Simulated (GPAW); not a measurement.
# TiAl3 (Pm-3m) in GPAW: further runs

One crystal, TiAl3, is run at these levels: PBEsol; tasks: relaxation of cell and atoms.

Program: GPAW 26.7.0. These are calculated values, not measurements. Logs are shortened: lines on timing, memory, paths and dates and some standing lists are left out, and cuts for length are marked. The log counts tension as positive stress, the text compression.

## 1. Starting point

It takes space group Pm-3m (No. 221, cubic). The conventional cell has a = 3.956 Å, b = 3.956 Å, c = 3.956 Å, α = 90.00°, β = 90.00°, γ = 90.00°. Ti (site symmetry m-3m) has 12 Al at 2.80 Å as nearest neighbours. Al (site symmetry 4/mmm) has 4 Ti at 2.80 Å and 8 Al at 2.80 Å as nearest neighbours.

The cell comes from a database or a generator and needn't be the stable form of this composition.

## 2. Relaxation of cell and atoms, PBEsol, target pressure 20 GPa, at which the enthalpy is minimised

File run.py:

```python
from ase import Atoms
from ase.filters import FrechetCellFilter
from ase.io import write
from ase.optimize import BFGS
from ase.units import GPa
from gpaw import GPAW, PW, setup_paths

setup_paths.insert(0, '.')

atoms = Atoms(['Ti', 'Al', 'Al', 'Al'],
              cell=[[3.95567125, 0.0, 0.0],
                    [0.0, 3.95567125, 0.0],
                    [0.0, 0.0, 3.95567125]],
              scaled_positions=[[0.0, 0.0, 0.0],
                                [0.0, 0.5, 0.5],
                                [0.5, 0.0, 0.5],
                                [0.5, 0.5, 0.0]],
              pbc=True)

calc = GPAW(mode=PW(600),
            xc='PBEsol',
            kpts={'size': (7, 7, 7), 'gamma': True},
            occupations={'name': 'fermi-dirac', 'width': 0.05},
            nbands=23,
            convergence={'density': 1e-05, 'forces': 0.0001},
            maxiter=150,
            txt='gpaw.txt')
atoms.calc = calc
opt = BFGS(FrechetCellFilter(atoms, scalar_pressure=20 * GPa), trajectory='relax.traj', logfile='-')
done = opt.run(fmax=0.02, steps=60)
calc.write('gs.gpw')
write('result.traj', atoms)
print('Converged:', done)
print('Cell:', atoms.cell.cellpar().round(4))
print('Volume:', round(atoms.get_volume(), 4))
print(atoms.get_scaled_positions().round(5))
```

Potentials or basis: PAW data sets generated in the run's folder for this functional, pw.

Started as:

```bash
> gpaw-setup -f PBEsol Al Ti
> OMP_NUM_THREADS=1 python run.py
```

gpaw.txt:

```text
__  _  _
 | _ |_)|_||  |
 |__||  | ||/\| - 26.7.0

Input parameters:
  mode=PW(ecut=600.0),
  convergence={'density': 1e-05, 'forces': 0.0001},
  kpts=MonkhorstPack(size=(7, 7, 7), gamma=True),
  maxiter=150,
  nbands=23,
  occupations=Occupations(name='fermi-dirac', width=0.05),
  xc=XC(name='PBEsol')

Diagonalizing LCAO Hamiltonian
Converting LCAO to pw mode
   .---------.
  /|         |
 * |         |
 | |         |
 |Al         |
 | .--Al-----.
 |/    Al   /
 Ti--------*

Atoms  # Å, Bohr magnetons
|   | symbol |        x |        y |        z |    initial magnetic moments |
|---|--------|----------|----------|----------|-----------------------------|
| 0 |     Ti | 0.000000 | 0.000000 | 0.000000 | ( 0.0000,  0.0000,  0.0000) |
| 1 |     Al | 0.000000 | 1.977836 | 1.977836 | ( 0.0000,  0.0000,  0.0000) |
| 2 |     Al | 1.977836 | 0.000000 | 1.977836 | ( 0.0000,  0.0000,  0.0000) |
| 3 |     Al | 1.977836 | 1.977836 | 0.000000 | ( 0.0000,  0.0000,  0.0000) |

Unit cell  # Å
| periodic |        x |        y |        z |  lengths |    angles |
|----------|----------|----------|----------|----------|-----------|
|      yes | 3.955671 | 0.000000 | 0.000000 | 3.955671 | 90.000000 |
|      yes | 0.000000 | 3.955671 | 0.000000 | 3.955671 | 90.000000 |
|      yes | 0.000000 | 0.000000 | 3.955671 | 3.955671 | 90.000000 |

Number of symmetries: 48
Symmetry operations  # r_c * U_cc + t_c -> r_c
|    | kind |            matrix            |
|----|------|------------------------------|
|  0 |  E   |  1, 0, 0,  0, 1, 0,  0, 0, 1 |
|  1 |  σ   |  1, 0, 0,  0, 1, 0,  0, 0,-1 |
|  2 |  σ   |  1, 0, 0,  0, 0, 1,  0, 1, 0 |
|  3 |  C4  |  1, 0, 0,  0, 0, 1,  0,-1, 0 |
|  4 |  C4  |  1, 0, 0,  0, 0,-1,  0, 1, 0 |
|  5 |  σ   |  1, 0, 0,  0, 0,-1,  0,-1, 0 |
|  6 |  σ   |  1, 0, 0,  0,-1, 0,  0, 0, 1 |
|  7 |  C2  |  1, 0, 0,  0,-1, 0,  0, 0,-1 |
|  8 |  σ   |  0, 1, 0,  1, 0, 0,  0, 0, 1 |
|  9 |  C2  |  0, 1, 0,  1, 0, 0,  0, 0,-1 |
| 10 |  C3  |  0, 1, 0,  0, 0, 1,  1, 0, 0 |
| 11 |  S6  |  0, 1, 0,  0, 0, 1, -1, 0, 0 |
| 12 |  S6  |  0, 1, 0,  0, 0,-1,  1, 0, 0 |
| 13 |  C3  |  0, 1, 0,  0, 0,-1, -1, 0, 0 |
[... 220 lines left out ...]
|         16 |        14.114 |     0.000 |
|         17 |        14.114 |     0.000 |
|        ... |               |           |
|         22 |        17.114 |     0.000 |

No gap
No difference between direct/indirect transitions

Stress tensor  # eV/Ang^3
|        x |        y |        z |
|----------|----------|----------|
| 0.002841 | 0.000000 | 0.000000 |
| 0.000000 | 0.002841 | 0.000000 |
| 0.000000 | 0.000000 | 0.002841 |

Forces  # eV/Ang
|       x |       y |       z |
|---------|---------|---------|
| 0.00000 | 0.00000 | 0.00000 |  # Ti   0
| 0.00000 | 0.00000 | 0.00000 |  # Al   1
| 0.00000 | 0.00000 | 0.00000 |  # Al   2
| 0.00000 | 0.00000 | 0.00000 |  # Al   3

Interpolating wave functions to new cell
   .---------.
  /|         |
 * |         |
 | |         |
 |Al         |
 | .--Al-----.
 |/    Al   /
 Ti--------*

Atoms  # Å, Bohr magnetons
|   | symbol |        x |        y |        z |    initial magnetic moments |
|---|--------|----------|----------|----------|-----------------------------|
| 0 |     Ti | 0.000000 | 0.000000 | 0.000000 | ( 0.0000,  0.0000,  0.0000) |
| 1 |     Al | 0.000000 | 1.963930 | 1.963930 | ( 0.0000,  0.0000,  0.0000) |
| 2 |     Al | 1.963930 | 0.000000 | 1.963930 | ( 0.0000,  0.0000,  0.0000) |
| 3 |     Al | 1.963930 | 1.963930 | 0.000000 | ( 0.0000,  0.0000,  0.0000) |

Unit cell  # Å
| periodic |        x |        y |        z |  lengths |    angles |
|----------|----------|----------|----------|----------|-----------|
|      yes | 3.927860 | 0.000000 | 0.000000 | 3.927860 | 90.000000 |
|      yes | 0.000000 | 3.927860 | 0.000000 | 3.927860 | 90.000000 |
|      yes | 0.000000 | 0.000000 | 3.927860 | 3.927860 | 90.000000 |

Number of symmetries: 48
Symmetry operations  # r_c * U_cc + t_c -> r_c
|    | kind |            matrix            |
|----|------|------------------------------|
|  0 |  E   |  1, 0, 0,  0, 1, 0,  0, 0, 1 |
|  1 |  σ   |  1, 0, 0,  0, 1, 0,  0, 0,-1 |
|  2 |  σ   |  1, 0, 0,  0, 0, 1,  0, 1, 0 |
|  3 |  C4  |  1, 0, 0,  0, 0, 1,  0,-1, 0 |
|  4 |  C4  |  1, 0, 0,  0, 0,-1,  0, 1, 0 |
|  5 |  σ   |  1, 0, 0,  0, 0,-1,  0,-1, 0 |
|  6 |  σ   |  1, 0, 0,  0,-1, 0,  0, 0, 1 |
|  7 |  C2  |  1, 0, 0,  0,-1, 0,  0, 0,-1 |
|  8 |  σ   |  0, 1, 0,  1, 0, 0,  0, 0, 1 |
|  9 |  C2  |  0, 1, 0,  1, 0, 0,  0, 0,-1 |
| 10 |  C3  |  0, 1, 0,  0, 0, 1,  1, 0, 0 |
| 11 |  S6  |  0, 1, 0,  0, 0, 1, -1, 0, 0 |
| 12 |  S6  |  0, 1, 0,  0, 0,-1,  1, 0, 0 |
| 13 |  C3  |  0, 1, 0,  0, 0,-1, -1, 0, 0 |
[... 227 lines left out ...]
Stress tensor  # eV/Ang^3
|         x |         y |         z |
|-----------|-----------|-----------|
| -0.012435 |  0.000000 |  0.000000 |
|  0.000000 | -0.012435 |  0.000000 |
|  0.000000 |  0.000000 | -0.012435 |

Forces  # eV/Ang
|        x |        y |       z |
|----------|----------|---------|
|  0.00000 | -0.00000 | 0.00000 |  # Ti   0
| -0.00000 |  0.00000 | 0.00000 |  # Al   1
|  0.00000 | -0.00000 | 0.00000 |  # Al   2
|  0.00000 |  0.00000 | 0.00000 |  # Al   3

Interpolating wave functions to new cell

        Al
            Al
             Al
       Ti

Atoms  # Å, Bohr magnetons
|   | symbol |         x |         y |         z |    initial magnetic moments |
|---|--------|-----------|-----------|-----------|-----------------------------|
| 0 |     Ti |  0.000000 |  0.000000 | -0.000000 | ( 0.0000,  0.0000,  0.0000) |
| 1 |     Al | -0.000000 |  1.879316 |  1.879316 | ( 0.0000,  0.0000,  0.0000) |
| 2 |     Al |  1.879316 | -0.000000 |  1.879316 | ( 0.0000,  0.0000,  0.0000) |
| 3 |     Al |  1.879316 |  1.879316 | -0.000000 | ( 0.0000,  0.0000,  0.0000) |

Unit cell  # Å
| periodic |         x |         y |         z |  lengths |    angles |
|----------|-----------|-----------|-----------|----------|-----------|
|      yes |  3.758633 |  0.000000 |  0.000000 | 3.758633 | 90.000000 |
|      yes | -0.000000 |  3.758633 | -0.000000 | 3.758633 | 90.000000 |
|      yes |  0.000000 | -0.000000 |  3.758633 | 3.758633 | 90.000000 |

Number of symmetries: 48
Symmetry operations  # r_c * U_cc + t_c -> r_c
|    | kind |            matrix            |
|----|------|------------------------------|
|  0 |  E   |  1, 0, 0,  0, 1, 0,  0, 0, 1 |
|  1 |  σ   |  1, 0, 0,  0, 1, 0,  0, 0,-1 |
|  2 |  σ   |  1, 0, 0,  0, 0, 1,  0, 1, 0 |
|  3 |  C4  |  1, 0, 0,  0, 0, 1,  0,-1, 0 |
|  4 |  C4  |  1, 0, 0,  0, 0,-1,  0, 1, 0 |
|  5 |  σ   |  1, 0, 0,  0, 0,-1,  0,-1, 0 |
|  6 |  σ   |  1, 0, 0,  0,-1, 0,  0, 0, 1 |
|  7 |  C2  |  1, 0, 0,  0,-1, 0,  0, 0,-1 |
|  8 |  σ   |  0, 1, 0,  1, 0, 0,  0, 0, 1 |
|  9 |  C2  |  0, 1, 0,  1, 0, 0,  0, 0,-1 |
| 10 |  C3  |  0, 1, 0,  0, 0, 1,  1, 0, 0 |
| 11 |  S6  |  0, 1, 0,  0, 0, 1, -1, 0, 0 |
| 12 |  S6  |  0, 1, 0,  0, 0,-1,  1, 0, 0 |
| 13 |  C3  |  0, 1, 0,  0, 0,-1, -1, 0, 0 |
[... 228 lines left out ...]
Stress tensor  # eV/Ang^3
|         x |         y |         z |
|-----------|-----------|-----------|
| -0.141371 | -0.000000 |  0.000000 |
| -0.000000 | -0.141371 |  0.000000 |
|  0.000000 |  0.000000 | -0.141371 |

Forces  # eV/Ang
|        x |       y |       z |
|----------|---------|---------|
|  0.00000 | 0.00000 | 0.00000 |  # Ti   0
| -0.00000 | 0.00000 | 0.00000 |  # Al   1
|  0.00000 | 0.00000 | 0.00000 |  # Al   2
|  0.00000 | 0.00000 | 0.00000 |  # Al   3

Interpolating wave functions to new cell

        Al
            Al
             Al
       Ti

Atoms  # Å, Bohr magnetons
|   | symbol |         x |        y |         z |    initial magnetic moments |
|---|--------|-----------|----------|-----------|-----------------------------|
| 0 |     Ti |  0.000000 | 0.000000 | -0.000000 | ( 0.0000,  0.0000,  0.0000) |
| 1 |     Al | -0.000000 | 1.888794 |  1.888794 | ( 0.0000,  0.0000,  0.0000) |
| 2 |     Al |  1.888794 | 0.000000 |  1.888794 | ( 0.0000,  0.0000,  0.0000) |
| 3 |     Al |  1.888794 | 1.888794 |  0.000000 | ( 0.0000,  0.0000,  0.0000) |

Unit cell  # Å
| periodic |         x |        y |         z |  lengths |    angles |
|----------|-----------|----------|-----------|----------|-----------|
|      yes |  3.777588 | 0.000000 | -0.000000 | 3.777588 | 90.000000 |
|      yes | -0.000000 | 3.777588 |  0.000000 | 3.777588 | 90.000000 |
|      yes |  0.000000 | 0.000000 |  3.777588 | 3.777588 | 90.000000 |

Number of symmetries: 48
Symmetry operations  # r_c * U_cc + t_c -> r_c
|    | kind |            matrix            |
|----|------|------------------------------|
|  0 |  E   |  1, 0, 0,  0, 1, 0,  0, 0, 1 |
|  1 |  σ   |  1, 0, 0,  0, 1, 0,  0, 0,-1 |
|  2 |  σ   |  1, 0, 0,  0, 0, 1,  0, 1, 0 |
|  3 |  C4  |  1, 0, 0,  0, 0, 1,  0,-1, 0 |
|  4 |  C4  |  1, 0, 0,  0, 0,-1,  0, 1, 0 |
|  5 |  σ   |  1, 0, 0,  0, 0,-1,  0,-1, 0 |
|  6 |  σ   |  1, 0, 0,  0,-1, 0,  0, 0, 1 |
|  7 |  C2  |  1, 0, 0,  0,-1, 0,  0, 0,-1 |
|  8 |  σ   |  0, 1, 0,  1, 0, 0,  0, 0, 1 |
|  9 |  C2  |  0, 1, 0,  1, 0, 0,  0, 0,-1 |
| 10 |  C3  |  0, 1, 0,  0, 0, 1,  1, 0, 0 |
| 11 |  S6  |  0, 1, 0,  0, 0, 1, -1, 0, 0 |
| 12 |  S6  |  0, 1, 0,  0, 0,-1,  1, 0, 0 |
| 13 |  C3  |  0, 1, 0,  0, 0,-1, -1, 0, 0 |
[... 227 lines left out ...]
Stress tensor  # eV/Ang^3
|         x |         y |         z |
|-----------|-----------|-----------|
| -0.123339 |  0.000000 | -0.000000 |
|  0.000000 | -0.123339 |  0.000000 |
| -0.000000 |  0.000000 | -0.123339 |

Forces  # eV/Ang
|        x |       y |        z |
|----------|---------|----------|
| -0.00000 | 0.00000 | -0.00000 |  # Ti   0
|  0.00000 | 0.00000 |  0.00000 |  # Al   1
|  0.00000 | 0.00000 | -0.00000 |  # Al   2
|  0.00000 | 0.00000 | -0.00000 |  # Al   3

Interpolating wave functions to new cell

        Al
            Al
             Al
       Ti

Atoms  # Å, Bohr magnetons
|   | symbol |         x |        y |         z |    initial magnetic moments |
|---|--------|-----------|----------|-----------|-----------------------------|
| 0 |     Ti | -0.000000 | 0.000000 | -0.000000 | ( 0.0000,  0.0000,  0.0000) |
| 1 |     Al | -0.000000 | 1.887998 |  1.887998 | ( 0.0000,  0.0000,  0.0000) |
| 2 |     Al |  1.887998 | 0.000000 |  1.887998 | ( 0.0000,  0.0000,  0.0000) |
| 3 |     Al |  1.887998 | 1.887998 | -0.000000 | ( 0.0000,  0.0000,  0.0000) |

Unit cell  # Å
| periodic |         x |         y |         z |  lengths |    angles |
|----------|-----------|-----------|-----------|----------|-----------|
|      yes |  3.775995 | -0.000000 |  0.000000 | 3.775995 | 90.000000 |
|      yes | -0.000000 |  3.775995 | -0.000000 | 3.775995 | 90.000000 |
|      yes |  0.000000 |  0.000000 |  3.775995 | 3.775995 | 90.000000 |

Number of symmetries: 48
Symmetry operations  # r_c * U_cc + t_c -> r_c
|    | kind |            matrix            |
|----|------|------------------------------|
|  0 |  E   |  1, 0, 0,  0, 1, 0,  0, 0, 1 |
|  1 |  σ   |  1, 0, 0,  0, 1, 0,  0, 0,-1 |
|  2 |  σ   |  1, 0, 0,  0, 0, 1,  0, 1, 0 |
|  3 |  C4  |  1, 0, 0,  0, 0, 1,  0,-1, 0 |
|  4 |  C4  |  1, 0, 0,  0, 0,-1,  0, 1, 0 |
|  5 |  σ   |  1, 0, 0,  0, 0,-1,  0,-1, 0 |
|  6 |  σ   |  1, 0, 0,  0,-1, 0,  0, 0, 1 |
|  7 |  C2  |  1, 0, 0,  0,-1, 0,  0, 0,-1 |
|  8 |  σ   |  0, 1, 0,  1, 0, 0,  0, 0, 1 |
|  9 |  C2  |  0, 1, 0,  1, 0, 0,  0, 0,-1 |
| 10 |  C3  |  0, 1, 0,  0, 0, 1,  1, 0, 0 |
| 11 |  S6  |  0, 1, 0,  0, 0, 1, -1, 0, 0 |
| 12 |  S6  |  0, 1, 0,  0, 0,-1,  1, 0, 0 |
| 13 |  C3  |  0, 1, 0,  0, 0,-1, -1, 0, 0 |
[... 225 lines left out ...]
Stress tensor  # eV/Ang^3
|         x |         y |         z |
|-----------|-----------|-----------|
| -0.124816 |  0.000000 |  0.000000 |
|  0.000000 | -0.124816 | -0.000000 |
|  0.000000 | -0.000000 | -0.124816 |

Forces  # eV/Ang
|        x |        y |        z |
|----------|----------|----------|
|  0.00000 |  0.00000 | -0.00000 |  # Ti   0
|  0.00000 | -0.00000 |  0.00000 |  # Al   1
| -0.00000 |  0.00000 |  0.00000 |  # Al   2
| -0.00000 |  0.00000 |  0.00000 |  # Al   3

# Writing to gs.gpw (mode='')
```

It took 68 s on 1 thread of Arm Neoverse V2, shared host; peak memory 0.2 GiB.

What came out:

* Free energy: -20.4934 eV
* Relaxed volume: 13.46 Å³/atom
* Relaxed cell: a = 3.776 Å, b = 3.776 Å, c = 3.776 Å, α = 90.00°, β = 90.00°, γ = 90.00°
* Space group after relaxing (to 0.05 Å): Pm-3m (No. 221)
* Energy change on relaxing (the enthalpy is what falls): +111.8 meV/atom
* Ionic steps: 5
* Pressure after relaxing: 20.0 GPa
* Band gap on the k mesh: none (metal or under the smearing width)

Step by step:
| step | energy change (eV) | largest force (eV/Å) | pressure (GPa) | volume (Å³) |
| --- | --- | --- | --- | --- |
| 1 | 0.0000 | 0.0000 | -0.46 | 61.90 |
| 2 | 0.0079 | 0.0000 | 1.99 | 60.60 |
| 3 | 0.5465 | 0.0000 | 22.65 | 53.10 |
| 4 | 0.4384 | 0.0000 | 19.76 | 53.91 |
| 5 | 0.4470 | 0.0000 | 20.00 | 53.84 |

Final structure:
```
CELL_PARAMETERS angstrom
3.77600 0.00000 0.00000
0.00000 3.77600 0.00000
0.00000 0.00000 3.77600
ATOMIC_POSITIONS crystal
Ti 0.00000 0.00000 0.00000
Al 0.00000 0.50000 0.50000
Al 0.50000 0.00000 0.50000
Al 0.50000 0.50000 0.00000
```

Levels at points of the mesh, in eV from the Fermi level:
| k point | band 6 | band 7 | band 8 | band 9 | band 10 | band 11 | band 12 | band 13 | band 14 | band 15 |
| --- | --- | --- | --- | --- | --- | --- | --- | --- | --- | --- |
| (0.00, 0.00, 0.00) | -3.53 | -3.53 | -2.35 | -2.35 | -2.35 | 0.05 | 0.05 | 0.05 | 0.51 | 5.14 |

Caveat: later steps reuse the first step's grids.

[end of part 1 of 2]
